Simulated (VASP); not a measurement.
# SnSe (Pm-3m) in VASP: further runs, part 2 of 2

VASP 6.6.1.

## Step 3: Single point, LDA

This run uses another cell than the first one, of 23.29 Å³/atom, 0.994 times its volume.

The input, INCAR:

```
PREC     = Accurate       # precision mode
ENCUT    = 520            # plane-wave cutoff, eV
EDIFF    = 1E-7           # SCF threshold, eV
ISMEAR   = 0              # smearing method
SIGMA    = 0.05           # smearing width, eV
LREAL    = F              # projectors in reciprocal space
LASPH    = T              # aspherical terms in the spheres
NELM     = 80             # most SCF steps
ALGO     = Fast           # electronic algorithm
ISIF     = 2              # what is computed and relaxed
LWAVE    = F              # write WAVECAR
LCHARG   = T              # write CHGCAR
GGA      = CA             # functional
LELF     = T              # ELF
LVHAR    = T            
NBANDS   = 17             # bands
```

The input, KPOINTS:

```
Automatic mesh
0
Gamma
  6 6 6
```

The input, POSCAR:

```
SnSe
1.0
    3.5981127361      0.0000000000      0.0000000000
    0.0000000000      3.5981127361      0.0000000000
    0.0000000000      0.0000000000      3.5981127361
Sn Se
1 1
Direct
    0.0000000000      0.0000000000      0.0000000000
    0.5000000000      0.5000000000      0.5000000000
```

Potentials or basis: VASP PAW LDA potentials, release 64 (Sn_d, Se).

The run is started by

```sh
cat potpaw_LDA.64/Sn_d/POTCAR potpaw_LDA.64/Se/POTCAR > POTCAR
mpirun -np 1 vasp_std > vasp.out
```

OUTCAR:

```text
PREC = Accurate
   ENCUT = 520
   EDIFF = 1E-7
   ISMEAR = 0
   LREAL = F
   LASPH = T
   NELM = 80
   ISIF = 2
   GGA = CA

 ion  position               nearest neighbor table
   1  0.000  0.000  0.000-   2 3.12   2 3.12   2 3.12   2 3.12   2 3.12   2 3.12   2 3.12   2 3.12

   2  0.500  0.500  0.500-   1 3.12   1 3.12   1 3.12   1 3.12   1 3.12   1 3.12   1 3.12   1 3.12

  LATTYP: Found a simple cubic cell.
 ALAT       =     3.5981127361

  Lattice vectors:

 A1 = (   3.5981127361,   0.0000000000,   0.0000000000)
 A2 = (   0.0000000000,   3.5981127361,   0.0000000000)
 A3 = (   0.0000000000,   0.0000000000,   3.5981127361)

Analysis of symmetry for initial positions (statically):
=====================================================================
 Subroutine PRICEL returns:
 Original cell was already a primitive cell.

 Routine SETGRP: Setting up the symmetry group for a
 simple cubic supercell.

 Subroutine GETGRP returns: Found 48 space group operations
 (whereof 48 operations were pure point group operations)
[... 158 lines left out ...]
  free energy    TOTEN  =        -9.05613212 eV

  energy without entropy =       -9.05319483  energy(sigma->0) =       -9.05466348

 E-fermi :   6.8518     XC(G=0): -10.7287

 val. band max:        6.8333243407   @ k =   0.3333   0.1667   0.0000
 cond. band min:       6.9127692980   @ k =   0.5000   0.5000   0.3333
 fundamental gap:      0.0794449574
 Fermi energy:         6.8517547921

 k-point     1 :       0.0000    0.0000    0.0000
  band No.  band energies     occupation
      1     -14.6198      2.00000
      2     -14.6198      2.00000
      3     -14.5279      2.00000
      4     -14.5279      2.00000
      5     -14.5279      2.00000
      6      -7.2595      2.00000
[... 377 lines left out ...]
      4     -14.4974      2.00000
      5     -14.4974      2.00000
      6      -4.8419      2.00000
[... 9 lines left out ...]
     16      21.4936      0.00000
     17      25.2385      0.00000

------------------------ aborting loop because EDIFF is reached ----------------------------------------

  FORCE on cell =-STRESS in cart. coord.  units (eV):
  Direction    XX          YY          ZZ          XY          YZ          ZX
  --------------------------------------------------------------------------------------
  -------------------------------------------------------------------------------------
  Total       -0.1709695     -0.1709695     -0.1709695      0.0000000      0.0000000     -0.0000000
  in kB       -5.8803748     -5.8803748     -5.8803748      0.0000000      0.0000000     -0.0000000
  external PRESSURE =      -5.8803748 kB  Pullay stress =       0.0000000 kB

 VOLUME and BASIS-vectors are now :
 -----------------------------------------------------------------------------
  energy-cutoff  :      520.00
  volume of cell :       46.58
      direct lattice vectors                 reciprocal lattice vectors
     3.598112736  0.000000000  0.000000000     0.277923476  0.000000000  0.000000000
     0.000000000  3.598112736  0.000000000     0.000000000  0.277923476  0.000000000
     0.000000000  0.000000000  3.598112736     0.000000000  0.000000000  0.277923476

 POSITION                                       TOTAL-FORCE (eV/Angst)
 -----------------------------------------------------------------------------------
      0.00000      0.00000      0.00000         0.000000      0.000000      0.000000
      1.79906      1.79906      1.79906         0.000000      0.000000      0.000000
 -----------------------------------------------------------------------------------
    total drift:                               -0.000000      0.000000     -0.000000

  FREE ENERGIE OF THE ION-ELECTRON SYSTEM (eV)
  ---------------------------------------------------
  free  energy   TOTEN  =        -9.0561321215 eV

  energy  without entropy=       -9.0531948328  energy(sigma->0) =       -9.05466348
```

stdout:

```text
POSCAR found type information on POSCAR SnSe
 POSCAR found :  2 types and       2 ions
 scaLAPACK will be used
 LDA part: xc-table for (Slater(with rela. corr.)+CA(PZ))
 , standard interpolation
 POSCAR, INCAR and KPOINTS ok, starting setup
 FFT: planning ... GRIDC
 FFT: planning ... GRID_SOFT
 FFT: planning ... GRID
 WAVECAR not read
 entering main loop
```

Wall time 10 s (1 thread of Intel Xeon Platinum 8488C (Sapphire Rapids), shared host); peak memory 0.14 GiB.

Results:

```yaml
Free_energy: -9.0561 eV
Pressure: -0.6 GPa
Band_gap_on_the_k_mesh: none (metal or under the smearing width)
```

Levels at points of the mesh, in eV from the Fermi level:
```
           k point  band 8  band 9  band 10  band 11  band 12  band 13
(0.00, 0.00, 0.00)   -2.00   -2.00    -2.00     4.31     4.31     6.43
(0.50, 0.00, 0.00)   -0.59   -0.59    -0.08     0.63     3.14     3.14
(0.50, 0.50, 0.00)   -5.37   -5.37    -0.14     4.29     4.29     4.94
(0.50, 0.50, 0.50)   -3.20   -3.20    -3.20    -1.31    -1.31    -1.31
```
